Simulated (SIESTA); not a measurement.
Mn, a slab with vacuum:

```
CELL_PARAMETERS angstrom
2.73155 0.00000 0.00000
-1.36578 2.36559 0.00000
0.00000 0.00000 23.92122
ATOMIC_POSITIONS crystal
Mn 0.66667 0.33333 0.31353
Mn 0.33333 0.66667 0.40676
Mn 0.00000 0.00000 0.50000
Mn 0.66667 0.33333 0.59324
Mn 0.33333 0.66667 0.68647
```

The slab is cut from a database's or a generator's crystal, which needn't be the stable form of the element.

Base run:

- Program: SIESTA 5.4.2
- Functional: PBE
- Potentials or basis: PseudoDojo 0.4 standard (PBE files)
- Basis: DZP (energy shift 0.003 Ry; two zetas on semicore shells)
- Grid cutoff: 800 Ry
- Energy shift: 0.003 Ry
- k mesh: 8 × 8 × 1
- Occupations: fermi-dirac, width 0.05 eV
- Spin: collinear spin, ferrimagnetic start
- Starting moments: [4.0, -2.0, 4.0, -2.0, 4.0] μB

Its results: band gap on the k mesh none (metal or under the smearing width); net moment 4.08 μB per cell; site moments Mn +3.75, -3.48, +3.53 μB; largest force 0.621 eV/Å.

**Question.** The run is repeated on the same cell with these changes: spin from collinear spin, ferrimagnetic start to collinear spin, ferromagnetic start; moments at the start from [4.0, -2.0, 4.0, -2.0, 4.0] to [4.0, 4.0, 4.0, 4.0, 4.0]. What comes out?

**Answer.** Band gap on the k mesh none (metal or under the smearing width); net moment 18.23 μB per cell; site moments Mn +4.02, +3.41, +3.37 μB; largest force 0.225 eV/Å.

Caveats: the cell was measured hot, at 1373 K; the basis of atomic orbitals isn't converged, which shifts pressures, moduli and gaps.
